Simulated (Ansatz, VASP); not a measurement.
# Ga15Ge2P15: VASP beside Ansatz

Wanted: the spread between two codes on one cell, functional and k mesh. The cell is taken from a series of runs on this material, whose earlier steps may have relaxed, scaled, displaced or heated it; both programs get it as it stands.

Method: plane waves, with VASP 6.6.1 beside it; single point at LDA, in Ansatz 0.2.0.

## Step 1: The structure

The cell holds 32 atoms: 2 Ge, 15 Ga and 15 P. Cell: a = 9.441 Å, b = 9.441 Å, c = 9.441 Å, α = 109.5°, β = 109.5°, γ = 109.5°. It derives from GaP. Nearest the centre at fractional (0.000, 0.125, 0.000): Ge1 at 1.17 Å, Ge2 at 1.23 Å, P29 at 2.98 Å, P22 at 2.98 Å, P20 at 2.98 Å, Ga17 at 3.00 Å, Ga3 at 3.00 Å, Ga6 at 3.00 Å.

## Step 2: VASP: single point, LDA, pair 1

A single point gives forces, pressure and levels at one fixed geometry, so differences don't come from the geometry; what else differs is listed under the comparison.

Lines of VASP's logs that name or quote its potential files are left out, and so is its time.

INCAR reads:

```
SYSTEM = Ga15Ge2P15
PREC = Accurate
ENCUT = 410
EDIFF = 1E-06
NELM = 120
ISMEAR = 0
SIGMA = 0.01
LREAL = Auto
ALGO = Normal
GGA = PW92
NBANDS = 172
LORBIT = 11
LWAVE = .FALSE.
LCHARG = .FALSE.
ISIF = 2
LASPH = .TRUE.
GGA_COMPAT = .FALSE.
EFERMI = MIDGAP
KPAR = 4
```

POSCAR reads:

```
Ga15Ge2P15
1.0
   -5.4505000000      5.4505000000     -5.4505000000
    5.4505000000      5.4505000000      5.4505000000
    5.4505000000     -5.4505000000     -5.4505000000
Ge Ga P
2 15 15
Direct
    0.0000000000      0.0008711411      0.0000000000
    0.0000000000      0.2551240227      0.0000000000
    0.2550233530      0.5028342352      0.2550233530
    0.5010790343      0.0009942411      0.5010790343
    0.7515243719      0.4977774937      0.7515243719
    0.7449766470      0.2478108822      0.0000000000
    0.0000000000      0.7462531218      0.2484756281
    0.2528237760      0.2521823499      0.4996085206
    0.5003914794      0.7525738293      0.7532152554
    0.4989209657      0.4999152068      0.0000000000
    0.7471762240      0.9993585739      0.2467847446
    0.0000000000      0.4999152068      0.4989209657
    0.2467847446      0.9993585739      0.7471762240
    0.2484756281      0.7462531218      0.0000000000
    0.4996085206      0.2521823499      0.2528237760
    0.7532152554      0.7525738293      0.5003914794
    0.0000000000      0.2478108822      0.7449766470
    0.2523818477      0.7513750680      0.2523818477
    0.5011311146      0.2507274285      0.5011311146
    0.7508047770      0.7480885915      0.7508047770
    0.7476181523      0.4989932203      0.0000000000
    0.0000000000      0.9972838145      0.2491952230
    0.2534146325      0.5030815605      0.5036934725
    0.4963065275      0.9993880880      0.7497211601
    0.4988688854      0.7495963139      0.0000000000
    0.7465853675      0.2496669279      0.2502788399
    0.0000000000      0.7495963139      0.4988688854
    0.2502788399      0.2496669279      0.7465853675
    0.2491952230      0.9972838145      0.0000000000
    0.5036934725      0.5030815605      0.2534146325
    0.7497211601      0.9993880880      0.4963065275
    0.0000000000      0.4989932203      0.7476181523
```

KPOINTS reads:

```
Automatic mesh
0
Gamma
2 2 2
0 0 0
```

PAW data sets: Ge_d, Ga_d and P (LDA family, release 64).

Launch:

```console
$ mpirun -np 4 vasp_std
```

Numbers of over 12 decimals in the logs are rounded to 6 here.

Log:

```text
[banner, memory and clock lines left out]
running    4 mpi-ranks, on    1 nodes
[...]
|                                                                             |
|               ----> ADVICE to this user running VASP <----                  |
|                                                                             |
|     You enforced a specific xc type in the INCAR file but a different       |
|     [... a line on the potential file left out ...]
|     I HOPE YOU KNOW WHAT YOU ARE DOING!                                     |
|                                                                             |

 LDA part: xc-table for (Slater(with rela. corr.)+PW92), standard interpolation
 POSCAR, INCAR and KPOINTS ok, starting setup
[...]
entering main loop
       N       E                     dE             d eps       ncg     rms          rms(c)
DAV:   1     0.371291036217E+04    0.37129E+04   -0.10430E+05  1464   0.246E+03
DAV:   2     0.742256108700E+03   -0.29707E+04   -0.28876E+04  1416   0.717E+02
DAV:   3    -0.772468998600E+02   -0.81950E+03   -0.77805E+03  1684   0.238E+02
DAV:   4    -0.164221131144E+03   -0.86974E+02   -0.85312E+02  1600   0.791E+01
[...]
DAV:  15    -0.166243627829E+03    0.10393E-04   -0.83119E-05  1544   0.104E-01    0.119E-02
DAV:  16    -0.166243630631E+03   -0.28026E-05   -0.50928E-05  2128   0.258E-02    0.615E-03
DAV:  17    -0.166243630824E+03   -0.19244E-06   -0.39562E-06  1208   0.178E-02
   1 F= -.16624363E+03 E0= -.16624363E+03  d E =0.000000E+00
```

OUTCAR, selected parts (step 2):

```text
  Total       -9.0913055     -9.0913055     -9.0913055     -0.0547777     -0.0547777     -0.0547777
  in kB      -22.4888793    -22.4888793    -22.4888793     -0.1355018     -0.1355018     -0.1355018
  external PRESSURE =     -22.4888793 kB  Pullay stress =       0.0000000 kB

 POSITION                                       TOTAL-FORCE (eV/Angst)
 -----------------------------------------------------------------------------------
      0.00475      0.00475      0.00475        -0.007426     -0.007426     -0.007426
      1.39055      1.39055      1.39055        -0.000482     -0.000482     -0.000482
      2.74070      2.74070     -0.03931         0.000760      0.000760     -0.018998
      0.00542      0.00542     -5.45684        -0.003726     -0.003726      0.017903
      2.71314      2.71314     -5.47923         0.003351      0.003351     -0.002467
     -2.70980      5.41119     -2.70980         0.000760     -0.018998      0.000760
      5.42177      2.71314      2.71314        -0.002467      0.003351      0.003351
      2.71962      0.02942     -2.72661         0.010950      0.003498     -0.017514
      5.47992      2.72389     -2.73088         0.003498     -0.017514      0.010950
      0.00542      5.44416      0.00542        -0.003726      0.017903     -0.003726
      2.71962      8.17439      0.02942         0.010950     -0.017514      0.003498
      5.44416      0.00542      0.00542         0.017903     -0.003726     -0.003726
      8.17439      2.71962      0.02942        -0.017514      0.010950      0.003498
      2.71314      5.42177      2.71314         0.003351     -0.002467      0.003351
[...]
-----------------------------------------------------------------------------------
    total drift:                                0.001841      0.001829      0.001779

  FREE ENERGIE OF THE ION-ELECTRON SYSTEM (eV)
  ---------------------------------------------------
  free  energy   TOTEN  =      -166.2436308239 eV

  energy  without entropy=     -166.2436308239  energy(sigma->0) =     -166.24363082

[... 3 further parts left out ...]
[key lines of the parts left out:]
E-fermi :   5.1967
```

The run ends at a pressure of -2.25 GPa, with forces up to 0.025 eV/Å.

## Step 3: Ansatz: single point, LDA, pair 1

Ansatz runs on its default PAW (the set named soft_2) files.

The same cell, functional (in two slightly different forms) and mesh now go to Ansatz, which takes its cutoff from its data sets.

input.yaml reads:

```yaml
crystal:
  lattice:
    - [-5.4505, 5.4505, -5.4505]
    - [5.4505, 5.4505, 5.4505]
    - [5.4505, -5.4505, -5.4505]
  atoms:
    - { symbol: Ge, position: [0.0, 0.0008711411, 0.0] }
    - { symbol: Ga, position: [0.255023353, 0.5028342353, 0.255023353] }
    - { symbol: Ga, position: [0.5010790343, 0.0009942411, 0.5010790343] }
    - { symbol: Ga, position: [0.7515243719, 0.4977774937, 0.7515243719] }
    - { symbol: Ga, position: [0.744976647, 0.2478108822, 0.0] }
    - { symbol: Ga, position: [0.0, 0.7462531218, 0.2484756281] }
    - { symbol: Ga, position: [0.252823776, 0.2521823499, 0.4996085206] }
    - { symbol: Ga, position: [0.5003914794, 0.7525738293, 0.7532152554] }
    - { symbol: Ga, position: [0.4989209657, 0.4999152068, 0.0] }
    - { symbol: Ga, position: [0.747176224, -0.0006414261, 0.2467847446] }
    - { symbol: Ga, position: [0.0, 0.4999152068, 0.4989209657] }
    - { symbol: Ga, position: [0.2467847446, -0.0006414261, 0.747176224] }
    - { symbol: Ga, position: [0.2484756281, 0.7462531218, 0.0] }
    - { symbol: Ga, position: [0.4996085206, 0.2521823499, 0.252823776] }
    - { symbol: Ga, position: [0.7532152554, 0.7525738293, 0.5003914794] }
    - { symbol: Ga, position: [0.0, 0.2478108822, 0.744976647] }
    - { symbol: Ge, position: [0.0, 0.2551240227, 0.0] }
    - { symbol: P, position: [0.2523818477, 0.751375068, 0.2523818477] }
    - { symbol: P, position: [0.5011311146, 0.2507274285, 0.5011311146] }
    - { symbol: P, position: [0.750804777, 0.7480885915, 0.750804777] }
    - { symbol: P, position: [0.7476181523, 0.4989932203, 0.0] }
    - { symbol: P, position: [0.0, -0.0027161855, 0.249195223] }
    - { symbol: P, position: [0.2534146325, 0.5030815605, 0.5036934725] }
    - { symbol: P, position: [0.4963065275, -0.000611912, 0.7497211601] }
    - { symbol: P, position: [0.4988688854, 0.7495963139, 0.0] }
    - { symbol: P, position: [0.7465853675, 0.2496669279, 0.2502788399] }
    - { symbol: P, position: [0.0, 0.7495963139, 0.4988688854] }
    - { symbol: P, position: [0.2502788399, 0.2496669279, 0.7465853675] }
    - { symbol: P, position: [0.249195223, -0.0027161855, 0.0] }
    - { symbol: P, position: [0.5036934725, 0.5030815605, 0.2534146325] }
    - { symbol: P, position: [0.7497211601, -0.000611912, 0.4963065275] }
    - { symbol: P, position: [0.0, 0.4989932203, 0.7476181523] }
kpoints:
  mp_grid: { grid: [2, 2, 2] }
hamiltonian:
  xc: lda
scf:
  occupations: { method: fixed }
  n_extra_bands: 11
output:
  eigenvalues: true
  band_densities:
    - { bands: [v5, v5] }
    - { bands: [v4, v4] }
    - { bands: [v3, v3] }
    - { bands: [v2, v2] }
    - { bands: [v1, v1] }
    - { bands: [c1, c1] }
    - { bands: [c2, c2] }
    - { bands: [c3, c3] }
    - { bands: [c4, c4] }
    - { bands: [c5, c5] }
  volumetric_format: npy
```

Launch:

```console
$ ansatz run input.yaml --threads 3 --pin off --max-ram 64512MiB --backend cuda --devices 1 --max-vram 24GiB --events-out ev --progress --plain --runs-dir out
```

Log:

```text
scf.n_extra_bands = 11 over 149 filled bands (N_el = 298.0): the run solves 160 bands
GPUs: using 1 of 1 available (devices: 1).
Engine: ansatz 0.2.0, x86_64-unknown-linux-gnu
Pseudopotentials: kind: paw
Pseudopotential: Ge, paw, valence charge 14, recommended cutoff 420 eV (normal), Ge.paw.azcp
Pseudopotential: Ga, paw, valence charge 13, recommended cutoff 420 eV (normal), Ga.paw.azcp
Pseudopotential: P, paw, valence charge 5, recommended cutoff 420 eV (normal), P.paw.azcp
Functional definition: SPW92
  exchange = slater_x
  correlation = pw_c
concurrent solve slots: 2 of 3 are kept, ahead of what memory takes: no pass of the eigensolver takes more rounds on 2
device memory: the entry about to start is reckoned to put 5.7 GiB on a device that reports 73.1 GiB free (of which the cap on the GPU budget leaves the run 24.0 GiB)
GPU FFT provider: cuFFT
GPU libraries: cuBLAS 13.8.2, cuFFT 12.4.0, cuSOLVER 12.3.4
Crystal: 32 atoms, lattice volume = 647.693 Å³
Basis set: ecut = 420 eV, 12623 PW (Γ)
Bands: 160, of which v1, the nominal top of the filled ones, is band 149 counted from 1 (148 counted from 0)
Symmetry: 6 space group operations
Space group: R3m (ITA 160), of the structure as read, at distance tolerance 8.7e-5 Å
k-points: 4 of 8
Non-local potential: Ge, projectors of the file, l = 0: 2, l = 1: 2, l = 2: 3, l = 3: 1
Non-local potential: Ga, projectors of the file, l = 0: 2, l = 1: 2, l = 2: 3, l = 3: 1
Non-local potential: P, projectors of the file, l = 0: 2, l = 1: 2, l = 2: 2
PAW form: soft (Blöchl's): semilocal exchange-correlation on the pseudo side does not see the compensation charge
PAW frozen core: Ge, regenerated for the run's functional, and the local potential with it (the file was generated under x = pbe(κ = 0.804, μ = 0.219515), c = pbe(β = 0.066725))
PAW frozen core: Ga, regenerated for the run's functional, and the local potential with it (the file was generated under x = pbe(κ = 0.804, μ = 0.219515), c = pbe(β = 0.066725))
PAW frozen core: P, regenerated for the run's functional, and the local potential with it (the file was generated under x = pbe(κ = 0.804, μ = 0.219515), c = pbe(β = 0.066725))
PAW one-centre angular grid: Ge, 590 points (default); XC on 64 Gauss nodes
PAW one-centre angular grid: Ga, 590 points (default); XC on 64 Gauss nodes
PAW one-centre angular grid: P, 110 points (default); XC on 64 Gauss nodes
Initial density: superposition of atomic densities (neutral atoms: chi_scale 0, normalization atom), corrected by the library's trained network
Initial wavefunctions: pseudopotential atomic-orbital guess
GPU buffer pool allocated for 262144 grid points (all kernels)
GPU transforms: local potential and band sums: pruned to the plane-wave sphere, on 64×64×64
Functional: x = slater, c = lda
SCF iter   1: F=—  HF=-74937.151917 eV  |F-HF|=—  |Δ(HF+E_count)|=         —  Δρ=6.54e-3  dr2=2.40e-1  ethr=1.77e-3  ⟨swp⟩=6.0  Hψ=2549  notcnv=0  defer=31
preconditioner: auto → Resta (q_TF=auto, 2.397 Å⁻¹)  ε∞=4.4  [insulator: Δε(μ)=0.904 eV  Ē_g=13.573 eV  n_scr=140 (ndim 8)  ℏωp=25.2 eV  f_vac=0.014  ε∞_Penn≈4.4]
SCF iter   2: F=—  HF=-74937.084591 eV  |F-HF|=—  |Δ(HF+E_count)|=   6.73e-2  Δρ=3.06e-3  dr2=5.16e-2  ethr=8.05e-5  ⟨swp⟩=2.8  Hψ=951  notcnv=0  defer=34
SCF iter   3: F=—  HF=-74937.073107 eV  |F-HF|=—  |Δ(HF+E_count)|=   1.15e-2  Δρ=7.91e-4  dr2=2.74e-3  ethr=1.73e-5  ⟨swp⟩=2.8  Hψ=890  notcnv=0  defer=34
SCF iter   4: F=—  HF=-74937.072408 eV  |F-HF|=—  |Δ(HF+E_count)|=   7.00e-4  Δρ=3.08e-4  dr2=6.27e-4  ethr=9.18e-7  ⟨swp⟩=2.0  Hψ=1186  notcnv=0  defer=34
SCF iter   5: F=—  HF=-74937.071293 eV  |F-HF|=—  |Δ(HF+E_count)|=   1.11e-3  Δρ=9.04e-5  dr2=6.20e-5  ethr=2.10e-7  ⟨swp⟩=2.0  Hψ=1176  notcnv=0  defer=34
SCF iter   6: F=—  HF=-74937.072193 eV  |F-HF|=—  |Δ(HF+E_count)|=   9.00e-4  Δρ=2.34e-5  dr2=4.24e-6  ethr=2.08e-8  ⟨swp⟩=2.0  Hψ=1216  notcnv=0  defer=34
SCF iter   7: F=—  HF=-74937.072192 eV  |F-HF|=—  |Δ(HF+E_count)|=   1.81e-6  Δρ=8.24e-6  dr2=4.59e-7  ethr=1.42e-9  ⟨swp⟩=2.5  Hψ=1218  notcnv=0  defer=34
SCF iter   8: F=-74937.072192 eV  HF=-74937.072192 eV  |F-HF|=7.06e-9  |Δ(HF+E_count)|=   5.33e-8  Δρ=1.89e-6  dr2=2.35e-8  ethr=3.36e-11  ⟨swp⟩=14.0  Hψ=3367  notcnv=0
SCF 1 converged in 8 iterations: F = -74937.072192 eV  dr2 = 2.35e-8
  greatest PAW one-centre occupation: 0.998 electrons in one spin orbital (limit 2), on the Ge atom at site 0 (counted from 0), in its partial waves of l = 2
concurrent solve slots: 2 of 3 are kept, ahead of what memory takes: no pass of the eigensolver takes more rounds on 2
device memory: the entry about to start is reckoned to put 3.7 GiB on a device that reports 72.0 GiB free (of which the cap on the GPU budget leaves the run 24.0 GiB)
NSCF: frozen V_eff on 4 k-points
SCF converged after 8 iterations
Free energy (F): -74937.072192 eV
Harris-Foulkes:  -74937.072192 eV  (|F-HF|=7.06e-9)
Internal energy: -74937.072192 eV  (E = F + TS)
E sigma→0 (E₀):  -74937.072192 eV
Fermi energy:    7.155788 eV
--- Per-component energies (eV) ---
  E_band       = -1255.128837
  E_kinetic    = 3027.137433
  E_local      = -38456.308731  (includes V_loc(G=0)·N_el)
  E_nonlocal   = 7772.411892
  E_hartree    = 17647.512616
  E_xc         = -2104.097036
  E_vxc        = -1927.534326  (∫ρ·V_xc dr)
  E_paw        = -40675.379390  (= ΣΔE_a)
  E_vpaw       = -6965.860698  (= ΣTr[D̂ρ^β])
  E_aug_tail   = -0.001181  (compensation charges beyond the density's cutoff)
  E_ewald      = -22179.851919
  E_core_change = 31.504123  (= ΣΔE_core)
  E_smearing   = -0.000000  (= −TS)
  E_closure    = -0.000000  (closes the sum)
  Σ components = -74937.072192   (vs F -74937.072192, Δ=0.00e0)
--- Band table (eV) ---
  k-point 0: bands = [... 145 lower, 6.1960, 7.0386, 7.1558, 7.1558, 8.2743, 8.4130, 8.4130, 8.4923, ... 7 higher]
  k-point 1: bands = [... 145 lower, 5.9128, 6.2026, 6.6768, 6.8720, 8.9201, 8.9809, 9.1433, 9.4701, ... 7 higher]
  k-point 2: bands = [... 145 lower, 5.7281, 6.1212, 6.6071, 7.0159, 8.7513, 9.0653, 9.2439, 9.5217, ... 7 higher]
  k-point 3: bands = [... 145 lower, 5.8320, 5.9832, 6.4187, 6.4187, 8.0884, 8.4478, 8.4478, 8.5847, ... 7 higher]
--- Band densities, each state counted as filled ---
  window                                       electrons  max residual (eV)  cut levels
  bands: [v5, v5]                               2.000000             1.9e-5           2
  bands: [v4, v4]                               2.000000             2.0e-5           1
  bands: [v3, v3]                               2.000000             2.0e-5           0
  bands: [v2, v2]                               2.000000             1.6e-5           2
  bands: [v1, v1]                               2.000000             6.9e-6           2
  bands: [c1, c1]                               2.000000             7.9e-7           0
  bands: [c2, c2]                               2.000000             1.5e-6           2
  bands: [c3, c3]                               2.000000             1.5e-6           2
  bands: [c4, c4]                               2.000000             1.4e-6           0
  bands: [c5, c5]                               2.000000             1.0e-6           2
```

The column dr2 measures how far the density is from self-consistency, as an energy; F and HF (Harris–Foulkes) agree once it is small.

## Step 4: Comparison

Known differences besides the potentials themselves: fixed occupations in Ansatz, narrow Gaussian smearing in VASP; the cutoff is 420 eV in Ansatz and 410 eV in VASP (PREC = Accurate, projectors in real space); VASP's log shows a relativistic correction to its local exchange, Ansatz's none. Total energies have different zeros and are not compared.

Both answers:

| quantity | Ansatz | VASP | difference |
| --- | --- | --- | --- |
| gap on the k mesh (eV) | 0.933 | 0.945 | -0.012 |

A gap on the mesh is an upper bound, since the band edges may lie between its points.

## Step 5: Ansatz: single point, LDA, pair 2

A single point gives forces, pressure and levels at one fixed geometry, so differences don't come from the geometry; what else differs is listed under the comparison.

The cell is taken from a series of runs on this material, whose earlier steps may have relaxed, scaled, displaced or heated it; both programs get it as it stands.

Changes to input.yaml since step 3:

```diff
@@ -43,17 +43,9 @@
 scf:
-  occupations: { method: fixed }
-  n_extra_bands: 11
+  occupations: { method: fermi_dirac, width: 0.01 }
+  n_extra_bands: 14
 output:
   eigenvalues: true
-  band_densities:
-    - { bands: [v5, v5] }
-    - { bands: [v4, v4] }
-    - { bands: [v3, v3] }
-    - { bands: [v2, v2] }
-    - { bands: [v1, v1] }
-    - { bands: [c1, c1] }
-    - { bands: [c2, c2] }
-    - { bands: [c3, c3] }
-    - { bands: [c4, c4] }
-    - { bands: [c5, c5] }
-  volumetric_format: npy
+magnetization:
+  spin_polarized: true
+  initial_magnetization: 2.0
+  spin_locking: { lock_magnetization: hard }
```

Log:

```text
Warning: the band count 164 (scf.n_extra_bands) hosts the net moment |M| = 2.0000 μB (N_el = 298) but caps the reachable moment at 2·n_bands − N_el = 30.0000 μB, below the 182 bands that the automatic rule leaves for it — a moment growing past the seed, or the majority channel's smearing tail, pins there with fewer empty majority states than that count leaves; raise or omit scf.n_extra_bands unless the cap is intended
[...]
--- Band table (eV; the first three rows and the last of 8) ---
  k-point 0 ↑: bands = [... 145 lower, 6.1055, 6.9759, 7.0531, 7.0531, 8.2490, 8.3792, 8.3792, 8.4605, ... 11 higher]
  k-point 1 ↑: bands = [... 145 lower, 5.7926, 6.0462, 6.6266, 6.7860, 8.8803, 8.9541, 9.1168, 9.4441, ... 11 higher]
  k-point 2 ↑: bands = [... 145 lower, 5.6458, 5.9752, 6.5685, 6.8992, 8.7365, 9.0227, 9.2065, 9.4909, ... 11 higher]
  k-point 3 ↓: bands = [... 145 lower, 5.8314, 5.9775, 6.3590, 6.3590, 8.1191, 8.4653, 8.4653, 8.6027, ... 11 higher]
[key lines of the parts left out:]
Magnetization: 2.0000 μB (150.0000 up, 148.0000 down)
Free energy (F): -74935.700292 eV
Fermi energy:    7.719020 (↑ 8.587693, ↓ 6.850347) eV
```

(Continued in part 2 of 2.)

[Lines on the potential files, build, host, timing and source positions are cut from VASP's logs without a mark.]

[Logs are printed without paths, hosts, clocks, repeated set-up lines and the standing remarks that a program may print on its own settings, such as how far it seeks lower states.]

[Hosts, paths, dates, database ids (printed as entryN), source tags and the programs' standing remarks are cut or masked in the printed files.]
